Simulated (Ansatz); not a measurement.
MgO in the rocksalt structure, relaxed with r2SCAN in the PAW code Ansatz: space group Fm-3m (No. 225), cubic; conventional cell a = 4.204 Å, 9.29 Å³ an atom. Mg has 6 O at 2.10 Å; O has 6 Mg at 2.10 Å. It was then strained (uniaxial along z, other directions held), atoms relaxed again within the symmetry left. Unstrained, HSE06 gives 6.541 eV (Γ, 8×8×8 mesh), and the band edges keep their places in every row. Only one sign of strain is shown, since it lowers the symmetry, and equivalent edge states can then move with another slope on the other side. Stress is positive in compression. No spin polarisation and no zero-point or thermal motion.

Axes as in this cell:
```
CELL_PARAMETERS angstrom
0.00000 2.10217 2.10217
2.10217 0.00000 2.10217
2.10217 2.10217 0.00000
ATOMIC_POSITIONS crystal
Mg 0.00000 0.00000 0.00000
O 0.50000 0.50000 0.50000
```

| strain (%) | ε | ΔE_g, HSE06 (eV) | Δσ_zz, r2SCAN (GPa) |
| --- | --- | --- | --- |
| +0.35 | +0.0035 | -0.044 | -1.06 |
| +0.86 | +0.0086 | -0.108 | -2.54 |
| +2.87 | +0.0287 | -0.356 | -7.49 |
| +4.0 | +0.0400 | -0.489 | -9.74 |
| +4.37 | +0.0437 | -0.533 | -10.41 |

Q: Fit ΔE_g = a x + b x² to these rows by least squares, with x = ε.

A: The normal equations take Σx² = 4.420e-03, Σx³ = 1.718e-04, Σx⁴ = 6.891e-06, ΣxΔE = -5.415e-02 and Σx²ΔE = -2.102e-03, and give a = -12.73 eV, b = +12.4 eV; the largest residual is 0.001 eV.

Q: Fit the change of σ_zz in the same way.

A: Δσ_zz = -306.4 x + (1568) x² GPa. The slope, 306 GPa, is C₁₁ in these axes.

Q: Predict the withheld row at +2.0 % (x = +0.0200).

A: ΔE_g ≈ -12.73 × (+0.0200) + (12.4) × (+0.0200)² = -0.250 eV, and Δσ_zz ≈ -5.50 GPa. The runs give -0.249 eV and -5.50 GPa, off by +0.001 eV and 0.00 GPa.
